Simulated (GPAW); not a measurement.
# Nb (Im-3m) in GPAW: settings compared

One crystal, Nb, is run at these levels: LDA, r2SCAN, TPSS; tasks: band structure, equation of state.

Everything below comes from runs of GPAW 26.7.0. Logs are shortened: lines on timing, memory, paths and dates and some standing lists are left out, and cuts for length are marked. The log counts tension as positive stress, the text compression.

## Step 1: The structure

The structure is cubic, space group Im-3m (No. 229). The conventional cell has a = 3.328 Å, b = 3.328 Å, c = 3.328 Å, α = 90.00°, β = 90.00°, γ = 90.00°. Around Nb (site symmetry m-3m) lie 8 Nb at 2.88 Å.

## Step 2: Band structure, LDA

File run.py:

```python
from ase.dft.bandgap import bandgap
from ase.io import read, write
from ase.units import GPa
from gpaw import GPAW, PW, setup_paths

setup_paths.insert(0, '.')

atoms = read('Nb.cif')

calc = GPAW(mode=PW(600),
            xc='LDA',
            kpts={'size': (11, 11, 11), 'gamma': True},
            occupations={'name': 'fermi-dirac', 'width': 0.05},
            nbands=15,
            convergence={'density': 1e-05, 'energy': 1e-05},
            maxiter=150,
            txt='gpaw.txt')
atoms.calc = calc
energy = atoms.get_potential_energy()
forces = atoms.get_forces()
stress = atoms.get_stress()
calc.write('gs.gpw')
write('result.traj', atoms)
print(f'Energy: {energy:.6f} eV')
print('Forces (eV/A):')
print(forces.round(4))
print('Stress (GPa):', (stress / GPa).round(3))
print('Fermi level:', round(calc.get_fermi_level(), 4), 'eV')
print(f'Gap: {bandgap(calc)[0]:.4f} eV, direct: {bandgap(calc, direct=True)[0]:.4f} eV')

path = atoms.cell.bandpath('GHNGPH,PN', npoints=100, eps=1e-4)
bs_calc = calc.fixed_density(kpts=path, symmetry='off', nbands=23,
                             convergence={'bands': 'CBM+6.0', 'eigenstates': 1e-6}, txt='bands.txt')
bs = bs_calc.band_structure()
bs.write('bs.json')
print(f'Gap on the path: {bandgap(bs_calc)[0]:.4f} eV')
```

File Nb.cif:

```cif
data_Nb
_cell_length_a 2.88204594
_cell_length_b 2.88204594
_cell_length_c 2.88204594
_cell_angle_alpha 109.47122063
_cell_angle_beta 109.47122063
_cell_angle_gamma 109.47122063
_space_group_name_H-M_alt 'P1'
_space_group_name_Hall 'P 1'
_space_group_IT_number 1
loop_
_space_group_symop_operation_xyz
'x,y,z'
loop_
_atom_site_label
_atom_site_type_symbol
_atom_site_symmetry_multiplicity
_atom_site_Wyckoff_symbol
_atom_site_fract_x
_atom_site_fract_y
_atom_site_fract_z
_atom_site_occupancy
Nb1 Nb 1 a 0.0000000000 0.0000000000 0.0000000000 1
```

Potentials or basis: PAW data sets generated in the run's folder for this functional, pw.

Started as:

```sh
$ gpaw-setup -f LDA Nb
$ OMP_NUM_THREADS=1 python run.py
```

gpaw.txt:

```text
__  _  _
 | _ |_)|_||  |
 |__||  | ||/\| - 26.7.0

Input parameters:
  mode=PW(ecut=600.0),
  convergence={'density': 1e-05, 'energy': 1e-05},
  kpts=MonkhorstPack(size=(11, 11, 11), gamma=True),
  maxiter=150,
  nbands=15,
  occupations=Occupations(name='fermi-dirac', width=0.05),
  xc=XC(name='LDA')

Diagonalizing LCAO Hamiltonian
Converting LCAO to pw mode

       Nb

Atoms  # Å, Bohr magnetons
|   | symbol |        x |        y |        z |    initial magnetic moments |
|---|--------|----------|----------|----------|-----------------------------|
| 0 |     Nb | 0.000000 | 0.000000 | 0.000000 | ( 0.0000,  0.0000,  0.0000) |

Unit cell  # Å
| periodic |         x |         y |        z |  lengths |     angles |
|----------|-----------|-----------|----------|----------|------------|
|      yes |  2.882046 |  0.000000 | 0.000000 | 2.882046 | 109.471221 |
|      yes | -0.960682 |  2.717219 | 0.000000 | 2.882046 | 109.471221 |
|      yes | -0.960682 | -1.358609 | 2.353181 | 2.882046 | 109.471221 |

Number of symmetries: 48
Symmetry operations  # r_c * U_cc + t_c -> r_c
|    | kind |            matrix            |
|----|------|------------------------------|
|  0 |  σ   |  1, 1, 1,  0, 0,-1,  0,-1, 0 |
|  1 |  C4  |  1, 1, 1,  0, 0,-1, -1, 0, 0 |
|  2 |  C2  |  1, 1, 1,  0,-1, 0,  0, 0,-1 |
|  3 |  S6  |  1, 1, 1,  0,-1, 0, -1, 0, 0 |
|  4 |  S6  |  1, 1, 1, -1, 0, 0,  0, 0,-1 |
|  5 |  C4  |  1, 1, 1, -1, 0, 0,  0,-1, 0 |
|  6 |  E   |  1, 0, 0,  0, 1, 0,  0, 0, 1 |
|  7 |  σ   |  1, 0, 0,  0, 1, 0, -1,-1,-1 |
|  8 |  σ   |  1, 0, 0,  0, 0, 1,  0, 1, 0 |
|  9 |  C3  |  1, 0, 0,  0, 0, 1, -1,-1,-1 |
| 10 |  C3  |  1, 0, 0, -1,-1,-1,  0, 1, 0 |
| 11 |  σ   |  1, 0, 0, -1,-1,-1,  0, 0, 1 |
| 12 |  σ   |  0, 1, 0,  1, 0, 0,  0, 0, 1 |
| 13 |  C2  |  0, 1, 0,  1, 0, 0, -1,-1,-1 |
| 14 |  C3  |  0, 1, 0,  0, 0, 1,  1, 0, 0 |
| 15 |  S4  |  0, 1, 0,  0, 0, 1, -1,-1,-1 |
| 16 |  S4  |  0, 1, 0, -1,-1,-1,  1, 0, 0 |
| 17 |  C3  |  0, 1, 0, -1,-1,-1,  0, 0, 1 |
| 18 |  C3  |  0, 0, 1,  1, 0, 0,  0, 1, 0 |
| 19 |  S4  |  0, 0, 1,  1, 0, 0, -1,-1,-1 |
| 20 |  σ   |  0, 0, 1,  0, 1, 0,  1, 0, 0 |
| 21 |  C3  |  0, 0, 1,  0, 1, 0, -1,-1,-1 |
| 22 |  C2  |  0, 0, 1, -1,-1,-1,  1, 0, 0 |
| 23 |  S4  |  0, 0, 1, -1,-1,-1,  0, 1, 0 |
| 24 |  C4  |  0, 0,-1,  1, 1, 1,  0,-1, 0 |
| 25 |  σ   |  0, 0,-1,  1, 1, 1, -1, 0, 0 |
| 26 |  S6  |  0, 0,-1,  0,-1, 0,  1, 1, 1 |
| 27 |  C2  |  0, 0,-1,  0,-1, 0, -1, 0, 0 |
| 28 |  C4  |  0, 0,-1, -1, 0, 0,  1, 1, 1 |
| 29 |  S6  |  0, 0,-1, -1, 0, 0,  0,-1, 0 |
| 30 |  S6  |  0,-1, 0,  1, 1, 1,  0, 0,-1 |
| 31 |  C4  |  0,-1, 0,  1, 1, 1, -1, 0, 0 |
| 32 |  C4  |  0,-1, 0,  0, 0,-1,  1, 1, 1 |
| 33 |  S6  |  0,-1, 0,  0, 0,-1, -1, 0, 0 |
| 34 |  σ   |  0,-1, 0, -1, 0, 0,  1, 1, 1 |
| 35 |  C2  |  0,-1, 0, -1, 0, 0,  0, 0,-1 |
| 36 |  C2  | -1, 0, 0,  1, 1, 1,  0, 0,-1 |
| 37 |  S6  | -1, 0, 0,  1, 1, 1,  0,-1, 0 |
| 38 |  S6  | -1, 0, 0,  0, 0,-1,  1, 1, 1 |
| 39 |  C2  | -1, 0, 0,  0, 0,-1,  0,-1, 0 |
| 40 |  C2  | -1, 0, 0,  0,-1, 0,  1, 1, 1 |
| 41 |  i   | -1, 0, 0,  0,-1, 0,  0, 0,-1 |
| 42 |  S4  | -1,-1,-1,  1, 0, 0,  0, 1, 0 |
| 43 |  C3  | -1,-1,-1,  1, 0, 0,  0, 0, 1 |
| 44 |  C3  | -1,-1,-1,  0, 1, 0,  1, 0, 0 |
| 45 |  σ   | -1,-1,-1,  0, 1, 0,  0, 0, 1 |
| 46 |  S4  | -1,-1,-1,  0, 0, 1,  1, 0, 0 |
| 47 |  C2  | -1,-1,-1,  0, 0, 1,  0, 1, 0 |

BZ-sampling:
  Number of BZ points: 1331
  Number of IBZ points: 56

  Monkhorst-Pack size: [11, 11, 11]
  Monkhorst-Pack shift: [0, 0, 0]

K-points  # in reciprocal-cell coordinates
|     |                                coordinates |     weight |
|-----|--------------------------------------------|------------|
|   0 | (  0.00000000,   0.00000000,   0.00000000) | 0.00075131 |
|   1 | (  0.09090909,   0.00000000,   0.00000000) | 0.00901578 |
|   2 | (  0.09090909,   0.09090909,  -0.09090909) | 0.00450789 |
|   3 | (  0.18181818,   0.00000000,  -0.09090909) | 0.01803156 |
|   4 | (  0.18181818,   0.00000000,   0.00000000) | 0.00901578 |
|   5 | (  0.18181818,   0.09090909,  -0.09090909) | 0.01803156 |
|   6 | (  0.18181818,   0.18181818,  -0.18181818) | 0.00450789 |
|   7 | (  0.27272727,  -0.09090909,  -0.09090909) | 0.00601052 |
|   8 | (  0.27272727,   0.00000000,  -0.09090909) | 0.03606311 |
|   9 | (  0.27272727,   0.00000000,   0.00000000) | 0.00901578 |
| ... |                                            |            |
|  55 | (  0.45454545,   0.45454545,   0.45454545) | 0.00601052 |

Plane wave coefficients: 629
Cutoff: 600.0 eV

Spin-components: 1 (collinear spins)
Bands:           15
Projectors:      6
Spin-degeneracy: 2
Datatype:        complex128

Parallelization:
  kpt:    1
  domain: 1
  band:   1

Density:
  Valence electrons: 13.0
  Components: 1
  Grid points: [18 18 18]
  Charge: 0.0  # |e|

Potential:
  Grid points: [18 18 18]

species:
  Nb:
    name:    Niobium
    Z:       41.0
    valence: 13
    core:    28
    charge:  0.0  # [|e|]
    compensation charges:
      type: gauss
      rc: 0.40  # [Å]
      lmax: 2
    cutoffs:
      filter: 2.35  # [Å]
      core: 1.51  # [Å]
    projectors
    | kind |    occ | energy [eV] | rcut [Å] |
    |------|--------|-------------|----------|
    |   4s |  2.000 |     -58.430 |    1.323 |
    |   5s |  1.000 |      -4.193 |    1.323 |
    |   4p |  6.000 |     -34.616 |    1.323 |
    |   5p |  0.000 |      -1.221 |    1.323 |
    |   4d |  4.000 |      -3.208 |    1.244 |
    |    d |        |      24.003 |    1.244 |

    Using partial waves for Nb as LCAO basis

Reference energy: -103795.530058  # eV

eigensolver:
  PPCG
  Converge bands: occupied
  niter=2

density mixing:
  MSR1-Mixer
  Pratt-step length: 0.05
  Maximum mixing coefficient: 0.75
  Old densities: 10
  SVD Regularization: 0.005
  Good broyden scale: 1.0
  Trust region scale: 1.0
  Backstep threshold: 4.0
  History deletion threshold: 6.0
  Fourier metric: weight=20.0, sigma=0.015

occupation numbers:
  Fermi-Dirac:
    width: 0.0500  # eV

poisson solver:
  ecut: 4800.0  # eV

xc functional:
  name: None

convergence criteria:
- Maximum integral of absolute [dens]ity change: 1e-05 electrons / valence electron
- Maximum [total energy] change in last 3 cyles: 1e-05 eV / valence electron
- Maximum integral of absolute [eigenst]ate change: 4e-08 eV^2 / valence electron
maximum number of iterations: 150

SCF iterations
|iter     | |      energy | eigst |  dens |
|---------|-|-------------|-------|-------|
|iter:   1| |  -12.070698 | +0.01 |       |
|iter:   2| |  -11.953282 | -2.64 | -1.02 |
|iter:   3| |  -11.390064 | -1.52 | -1.05 |
|iter:   4| |  -11.386313 | -3.30 | -1.84 |
|iter:   5| |  -11.385900 | -4.38 | -2.18 |
|iter:   6| |  -11.385898 | -6.54 | -3.57 |
|iter:   7| |  -11.385900c| -7.91c| -4.05 |
|iter:   8| |  -11.385900c| -8.67c| -5.09c|

Converged in 8 steps
Energy contributions relative to reference atoms: (reference = -103795.530058)

Energy contributions:
  Kinetic:          -4.660666
  Coulomb:          -0.344974
  Zero:             -0.037785
  External:          0.000000
  Xc:               -6.334974
  Entropy:          -0.015003
  Spinorbit:         0.000000
  ----------------------------
  Free energy:     -11.393401
  Extrapolated:    -11.385900

dipole moment: (-3.523814, -4.983425, -8.631546)  # |e|*Ang

Fermi level: 10.717
Eigenvalues  # (at kpt = [0.000, 0.000, 0.000])
| band index |      eig [eV] | occ [0-2] |
|------------|---------------|-----------|
|          0 |       -43.514 |     2.000 |
|          1 |       -18.947 |     2.000 |
|          2 |       -18.947 |     2.000 |
|          3 |       -18.947 |     2.000 |
|          4 |         4.890 |     2.000 |
|          5 |        11.107 |     0.001 |
|          6 |        11.107 |     0.001 |
|          7 |        11.107 |     0.001 |
|          8 |        13.921 |     0.000 |
|          9 |        13.921 |     0.000 |
|         10 |        25.145 |     0.000 |
|         11 |        25.145 |     0.000 |
|         12 |        25.145 |     0.000 |
|        ... |               |           |
|         14 |        35.476 |     0.000 |

No gap
No difference between direct/indirect transitions

Forces  # eV/Ang
|        x |       y |       z |
|----------|---------|---------|
| -0.00000 | 0.00000 | 0.00000 |  # Nb   0

Stress tensor  # eV/Ang^3
|         x |         y |         z |
|-----------|-----------|-----------|
|  0.077569 | -0.000000 | -0.000000 |
| -0.000000 |  0.077569 | -0.000000 |
| -0.000000 | -0.000000 |  0.077569 |

# Writing to gs.gpw (mode='')
```

Wall time 29 s (1 thread of Arm Neoverse V1, shared host); peak memory 0.18 GiB.

Results:

```yaml
Free_energy: -11.3934 eV
Pressure: -12.4 GPa
Band_gap_along_the_path: none (metal or under the smearing width)
```

Levels at the corners of the path, in eV from the Fermi level:
```csv
point,band 3,band 4,band 5,band 6,band 7,band 8,band 9,band 10
Γ,-29.66,-29.66,-5.83,0.39,0.39,0.39,3.20,3.20
H,-30.53,-30.53,-3.55,-3.55,5.50,5.50,5.50,8.92
N,-30.06,-29.68,-3.58,-1.56,2.25,3.22,3.88,6.25
Γ,-29.66,-29.66,-5.83,0.39,0.39,0.39,3.20,3.20
P,-30.30,-30.30,-1.03,-1.03,-1.03,4.01,4.01,9.11
H,-30.53,-30.53,-3.55,-3.55,5.50,5.50,5.50,8.92
P,-30.30,-30.30,-1.03,-1.03,-1.03,4.01,4.01,9.11
N,-30.06,-29.68,-3.58,-1.56,2.25,3.22,3.88,6.25
```

## Step 3: Equation of state, r2SCAN

File run.py:

```python
from ase.eos import EquationOfState
from ase.io import Trajectory
from ase.spacegroup import crystal
from ase.units import GPa
from gpaw import GPAW, PW

# Nb 2a
atoms = crystal(['Nb'],
                basis=[[0.0, 0.0, 0.0]],
                spacegroup=229, setting=1,  # Im-3m
                cellpar=[3.3279, 3.3279, 3.3279, 90.0, 90.0, 90.0],
                primitive_cell=True)

traj = Trajectory('eos.traj', 'w')
volumes, energies = [], []
for x in [0.94, 0.96, 0.98, 1.0, 1.02, 1.04, 1.06]:
    a = atoms.copy()
    a.set_cell(atoms.cell * x**(1 / 3), scale_atoms=True)
    calc = GPAW(mode=PW(600),
                xc='MGGA_X_R2SCAN+MGGA_C_R2SCAN',
                kpts={'size': (11, 11, 11), 'gamma': True},
                occupations={'name': 'fermi-dirac', 'width': 0.05},
                nbands=15,
                convergence={'density': 1e-05, 'energy': 1e-05},
                maxiter=150,
                txt=f'eos-{x:.2f}.txt')
    a.calc = calc
    energies.append(a.get_potential_energy(force_consistent=True))
    volumes.append(a.get_volume())
    p = -a.get_stress()[:3].mean() / GPa
    calc.write(f'eos-{x:.2f}.gpw')
    traj.write(a)
    print(f'{x:.2f} {volumes[-1]:10.4f} A^3 {energies[-1]:14.6f} eV {p:9.3f} GPa', flush=True)

v0, e0, B = EquationOfState(volumes, energies, eos='birchmurnaghan').fit()
print(f'V0 = {v0:.4f} A^3, E0 = {e0:.6f} eV, B0 = {B / GPa:.2f} GPa')
```

Potentials or basis: GPAW PAW data sets (gpaw-data 1.2.1), pw.

Started as:

```sh
$ OMP_NUM_THREADS=1 python run.py
```

Run time: 4.7 min. Hardware: 1 thread of Arm Neoverse V1, shared host; peak memory 0.64 GiB.

Results (log left out):

```
Equilibrium volume : 18.09 Å³/atom (rough: see the caveat)
Bulk modulus       : 181 GPa (rough)
```

Energy against volume, from the lowest point:
| volume (Å³/atom) | energy (meV/atom) |
| --- | --- |
| 17.322 | 19.83 |
| 17.691 | 5.13 |
| 18.060 | 0.00 |
| 18.428 | 3.40 |
| 18.797 | 14.57 |
| 19.165 | 32.79 |
| 19.534 | 57.38 |

Caveat: the points scatter about the fit; the PAW data sets were made with another functional, which shifts forces and pressure a little.

## Step 4: Band structure, TPSS, spin-orbit coupling, no magnetisation

File run.py:

```python
import numpy as np
from ase.dft.bandgap import bandgap
from ase.io import read, write
from ase.units import GPa
from gpaw import GPAW, PW
from gpaw.spinorbit import soc_eigenstates

atoms = read('POSCAR')

calc = GPAW(mode=PW(600),
            xc='MGGA_X_TPSS+MGGA_C_TPSS',
            kpts={'size': (11, 11, 11), 'gamma': True},
            occupations={'name': 'fermi-dirac', 'width': 0.05},
            nbands=15,
            convergence={'density': 1e-05, 'energy': 1e-05},
            eigensolver='davidson',
            maxiter=150,
            txt='gpaw.txt')
atoms.calc = calc
energy = atoms.get_potential_energy()
forces = atoms.get_forces()
stress = atoms.get_stress()
calc.write('gs.gpw')
write('result.traj', atoms)
print(f'Energy: {energy:.6f} eV')
print('Forces (eV/A):')
print(forces.round(4))
print('Stress (GPa):', (stress / GPa).round(3))
print('Fermi level:', round(calc.get_fermi_level(), 4), 'eV')
print(f'Gap: {bandgap(calc)[0]:.4f} eV, direct: {bandgap(calc, direct=True)[0]:.4f} eV')

path = atoms.cell.bandpath('GHNGPH,PN', npoints=100, eps=1e-4)
bs_calc = calc.fixed_density(kpts=path, symmetry='off', nbands=23,
                             convergence={'bands': 'CBM+6.0', 'eigenstates': 1e-6}, txt='bands.txt')
bs = bs_calc.band_structure()
bs.write('bs.json')
print(f'Gap on the path: {bandgap(bs_calc)[0]:.4f} eV')

soc = soc_eigenstates(bs_calc, theta=54.7, phi=45, ignore_xc_potential=True)
np.savetxt('soc_bands.dat', soc.eigenvalues(), fmt='%.4f')
mesh = soc_eigenstates('gs.gpw', theta=54.7, phi=45, ignore_xc_potential=True)
np.savetxt('soc_mesh.dat', mesh.eigenvalues(), fmt='%.4f')
print('Fermi level with spin-orbit coupling:', round(mesh.fermi_level, 4), 'eV')
```

File POSCAR:

```
Nb
1.0
   -1.6639500000      1.6639500000      1.6639500000
    1.6639500000     -1.6639500000      1.6639500000
    1.6639500000      1.6639500000     -1.6639500000
Nb
1
Direct
    0.0000000000      0.0000000000      0.0000000000
```

Started as:

```sh
$ OMP_NUM_THREADS=1 python run.py
```

Wall time 97 s (1 thread of Arm Neoverse V1, shared host); peak memory 0.33 GiB.

It converged, with:

```
Free energy             : -17.7453 eV
Pressure                : -5.3 GPa
Band gap along the path : none (metal or under the smearing width)
```

Levels at the corners of the path, in eV from the Fermi level:
```csv
point,band 8,band 9,band 10,band 11,band 12,band 13,band 14,band 15,band 16,band 17
Γ,-29.40,-5.80,-5.80,0.39,0.39,0.39,0.39,0.50,0.50,3.27
H,-30.30,-3.57,-3.57,-3.57,-3.57,5.46,5.46,5.46,5.46,5.63
N,-29.57,-3.58,-3.58,-1.55,-1.55,2.15,2.15,3.30,3.30,3.97
Γ,-29.40,-5.80,-5.80,0.39,0.39,0.39,0.39,0.50,0.50,3.27
P,-30.06,-1.16,-1.16,-1.01,-1.01,-1.01,-1.01,4.10,4.10,4.10
H,-30.30,-3.57,-3.57,-3.57,-3.57,5.46,5.46,5.46,5.46,5.63
P,-30.06,-1.16,-1.16,-1.01,-1.01,-1.01,-1.01,4.10,4.10,4.10
N,-29.57,-3.58,-3.58,-1.55,-1.55,2.15,2.15,3.30,3.30,3.97
```

Caveat: spin-orbit coupling was added after a scalar SCF, so levels and gaps hold it while energy, forces, pressure and moments don't; this program's spin-orbit splittings come out too wide for heavy elements; the PAW data sets were made with another functional, which shifts forces and pressure a little.

## Step 5: Summary

| task | level | potentials or basis | spin | band path | band points | eigensolver | spin axis theta (degrees) | spin axis phi (degrees) | pressure (GPa) |
| --- | --- | --- | --- | --- | --- | --- | --- | --- | --- |
| band structure | LDA | PAW data sets generated in the run's folder for this functional, pw | off | GHNGPH,PN | 100 | - | - | - | -12.4 |
| equation of state | r2SCAN | GPAW PAW data sets (gpaw-data 1.2.1), pw | off | - | - | - | - | - | - |
| band structure | TPSS | GPAW PAW data sets (gpaw-data 1.2.1), pw | SOC, no magnetisation | GHNGPH,PN | 100 | davidson | 54.7 | 45 | -5.3 |

Alike in all rows: cell as given; k mesh 11 × 11 × 11; cutoff (eV) 600; smearing fermi-dirac 0.05 eV.

Caveats: the PAW data sets were made with another functional, which shifts forces and pressure a little (some runs); the points scatter about the fit (some runs); spin-orbit coupling was added after a scalar SCF, so levels and gaps hold it while energy, forces, pressure and moments don't (some runs); this program's spin-orbit splittings come out too wide for heavy elements (some runs).

Absolute energies hang on the potentials; compare differences alone.
